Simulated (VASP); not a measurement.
# Bi (P2/m) in VASP: single point with PBEsol

Aim: the single point of Bi with PBEsol.

All numbers are computed with VASP 6.6.1; they aren't measurements. Logs are shortened: lines on timing, memory, paths and dates and some standing lists are left out, and cuts for length are marked.

## (1) The cell of the first run

Symmetry: P2/m, No. 10, monoclinic system. Conventional cell: a = 3.151 Å, b = 3.254 Å, c = 6.357 Å, α = 90.00°, β = 90.12°, γ = 90.00°. Bi (site symmetry m) has 6 Bi at 3.15 to 3.25 Å as nearest neighbours.

This isn't the form of Bi at room conditions, which is rhombohedral.

## (2) Single point, PBEsol (uniaxial strain along a, b, c and atoms relaxed: -3.0 %)

Input file INCAR:

```
SYSTEM = Bi
PREC = Accurate
ENCUT = 520
EDIFF = 1E-6
ISMEAR = 0
SIGMA = 0.1
LREAL = .False.
LASPH = .True.
NELM = 100
ALGO = Fast
ISIF = 2
LWAVE = .False.
LCHARG = .False.
GGA = PS
NBANDS = 22
```

Input file KPOINTS:

```
Automatic mesh
0
Gamma
  14 14 8
  0 0 0
```

Input file POSCAR:

```
Bi
1.0
    3.1507309645      0.0000000000      0.0000000000
    0.0000000000      3.2543518632      0.0000000000
   -0.0136605841      0.0000000000      6.3574609887
Bi
2
Direct
    0.4370985860      0.0000000000      0.2499947584
    0.5629014140      0.0000000000      0.7500052416
```

Potentials or basis: VASP PAW PBE potentials, release 64 (Bi_d).

Command:

```
cat potpaw_PBE.64/Bi_d/POTCAR > POTCAR
mpirun -np 1 vasp_std > vasp.out
```

OUTCAR:

```text
SYSTEM = Bi
   PREC = Accurate
   ENCUT = 520
   EDIFF = 1E-6
   ISMEAR = 0
   LREAL = .False.
   LASPH = .True.
   NELM = 100
   ISIF = 2
   GGA = PS

 ion  position               nearest neighbor table
   1  0.437  0.000  0.250-   2 3.20   2 3.20
   2  0.563  0.000  0.750-   1 3.20   1 3.20

  LATTYP: Found a simple monoclinic cell.
 ALAT       =     3.1507309645
 B/A-ratio  =     1.0328878917
 C/A-ratio  =     2.0177780131
 COS(beta)  =    -0.0021487434

  Lattice vectors:

 A1 = (   3.1507309645,   0.0000000000,   0.0000000000)
 A2 = (   0.0000000000,   3.2543518632,   0.0000000000)
 A3 = (  -0.0136605841,   0.0000000000,   6.3574609887)

Analysis of symmetry for initial positions (statically):
=====================================================================
 Subroutine PRICEL returns:
 Original cell was already a primitive cell.

 Routine SETGRP: Setting up the symmetry group for a
 simple monoclinic supercell.

 Subroutine GETGRP returns: Found  4 space group operations
 (whereof  4 operations were pure point group operations)
 out of a pool of  4 trial point group operations.

The static configuration has the point symmetry C_2h.

Analysis of symmetry for dynamics (positions and initial velocities):
=====================================================================
 Subroutine PRICEL returns:
 Original cell was already a primitive cell.

 Routine SETGRP: Setting up the symmetry group for a
 simple monoclinic supercell.

 Subroutine GETGRP returns: Found  4 space group operations
 (whereof  4 operations were pure point group operations)
 out of a pool of  4 trial point group operations.

The dynamic configuration has the point symmetry C_2h.

 Subroutine INISYM returns: Found  4 space group operations
 (whereof  4 operations are pure point group operations),
 and found     1 'primitive' translations

----------------------------------------------------------------------------------------

                                     Primitive cell

  volume of cell :      65.1868

  direct lattice vectors                    reciprocal lattice vectors
     3.150730965  0.000000000  0.000000000     0.317386667  0.000000000  0.000681984
     0.000000000  3.254351863  0.000000000     0.000000000  0.307280848  0.000000000
    -0.013660584  0.000000000  6.357460989     0.000000000  0.000000000  0.157295499

  length of vectors
     3.150730965  3.254351863  6.357475665     0.317387400  0.307280848  0.157295499

  position of ions in fractional coordinates (direct lattice)
[... 79 lines left out ...]
   EDIFF  = 0.1E-05   stopping-criterion for ELM
   LREAL  =      F    real-space projection
   EDIFFG = 0.1E-04   stopping-criterion for IOM
   NSW    =      0    number of steps for IOM
   IBRION =     -1    ionic relax: 0-MD 1-quasi-New 2-CG
   NFREE  =      0    steps in history (QN), initial steepest desc. (CG)
   ISIF   =      2    stress and relaxation
   ISYM   =      2    0-nonsym 1-usesym 2-fastsym
   POTIM  = 0.5000    time-step for ionic-motion
   TEBEG  =    0.0;   TEEND  =   0.0 temperature during run
   PSTRESS=    0.0 pullay stress
   NELECT =      30.0000    total number of electrons
   NUPDOWN=      -1.0000    fix difference up-down
   EMIN   =  10.00;   EMAX   =-10.00  energy-range for DOS
   EFERMI =   0.00;   METHOD = LEGACY
   ISMEAR =     0;   SIGMA  =   0.10  broadening in eV -4-tet -1-fermi 0-gaus
   EFERMI_NEDOS =   21; number of points for ismear=-14 and -15
   IALGO  =     68    algorithm
   IMIX   =      4    mixing-type and parameters
     AMIX     =   0.40;   BMIX     =  1.00
     AMIX_MAG =   1.60;   BMIX_MAG =  1.00
  volume/ion in A,a.u.               =      32.59       219.95
  Fermi-wavevector in a.u.,A,eV,Ry     =   1.263947  2.388513 21.736138  1.597561
  Thomas-Fermi vector in A             =   2.397277
   LORBIT       =      0    0 simple, 1 ext, 2 COOP (PROOUT), +10 PAW based schemes
   GGA     = PS    functional components
   LHFCALC =     F    Hartree Fock is set to
   AEXX    =    0.0000 exact exchange contribution
   IVDW    =     0    specifies the selected vdW correction
   LEPSILON=     F    determine dielectric tensor
   LRPA    =     F    only Hartree local field effects (RPA)
 non-spin polarized calculation
 RMM-DIIS sequential band-by-band and
 Gauss-broadening in eV      SIGMA  =   0.10
  energy-cutoff  :      520.00
  volume of cell :       65.19
 maximum number of plane-waves:      1782
   NGX = 11   NGY = 13   NGZ = 23

 number of electron      30.0000007 magnetization

 Free energy of the ion-electron system (eV)
  ---------------------------------------------------
  ext. energy  EPLUGINS =         0.00000000
  ---------------------------------------------------
  free energy    TOTEN  =        -8.53603618 eV

  energy without entropy =       -8.52986393  energy(sigma->0) =       -8.53295006

 E-fermi :   7.0110     XC(G=0): -10.0966

 val. band max:        7.0080790433   @ k =   0.2857   0.2143   0.1250
 cond. band min:       7.0112841236   @ k =   0.0714   0.4286   0.5000
 fundamental gap:      0.0032050803
 Fermi energy:         7.0109639157

 k-point     1 :       0.0000    0.0000    0.0000
  band No.  band energies     occupation
      1     -15.9325      2.00000
      2     -15.9021      2.00000
      3     -15.8840      2.00000
      4     -15.6369      2.00000
      5     -15.6144      2.00000
      6     -15.6105      2.00000
[... 589 lines left out ...]
     21      16.6755      0.00000
     22      16.9485      0.00000

 [... further k-points ...]

------------------------ aborting loop because EDIFF is reached ----------------------------------------

  FORCE on cell =-STRESS in cart. coord.  units (eV):
  Direction    XX          YY          ZZ          XY          YZ          ZX
  --------------------------------------------------------------------------------------
  -------------------------------------------------------------------------------------
  Total        1.5558665     -0.4854250      0.4542719      0.0000000      0.0000000      0.0003127
  in kB       38.2404843    -11.9308989     11.1652110      0.0000000      0.0000000      0.0076862
  external PRESSURE =      12.4915988 kB  Pullay stress =       0.0000000 kB

 VOLUME and BASIS-vectors are now :
 -----------------------------------------------------------------------------
  energy-cutoff  :      520.00
  volume of cell :       65.19
      direct lattice vectors                 reciprocal lattice vectors
     3.150730965  0.000000000  0.000000000     0.317386667  0.000000000  0.000681984
     0.000000000  3.254351863  0.000000000     0.000000000  0.307280848  0.000000000
    -0.013660584  0.000000000  6.357460989     0.000000000  0.000000000  0.157295499

 POSITION                                       TOTAL-FORCE (eV/Angst)
 -----------------------------------------------------------------------------------
      1.37376      0.00000      1.58933        -0.001668      0.000000     -0.000158
      1.76331      0.00000      4.76813         0.001668     -0.000000      0.000158
 -----------------------------------------------------------------------------------
    total drift:                                0.000000     -0.000000      0.000000

  FREE ENERGIE OF THE ION-ELECTRON SYSTEM (eV)
  ---------------------------------------------------
  free  energy   TOTEN  =        -8.5360361827 eV

  energy  without entropy=       -8.5298639302  energy(sigma->0) =       -8.53295006
```

Run time: 6.1 min. Hardware: 1 thread of Intel Xeon Platinum 8259CL at 2.50GHz (Skylake/Cascade Lake), shared host; peak memory 0.57 GiB.

Results:

```yaml
Free_energy: -8.5360 eV
Pressure: 1.2 GPa
Band_gap_on_the_k_mesh: none (metal or under the smearing width)
```

Stress tensor (GPa, compression positive):
```
 3.82  0.00  0.00
 0.00 -1.19  0.00
 0.00  0.00  1.12
```

Caveat: the PAW data sets were made with another functional, which shifts forces and pressure a little; spin-orbit coupling is left out, which moves the levels of the heavy elements.
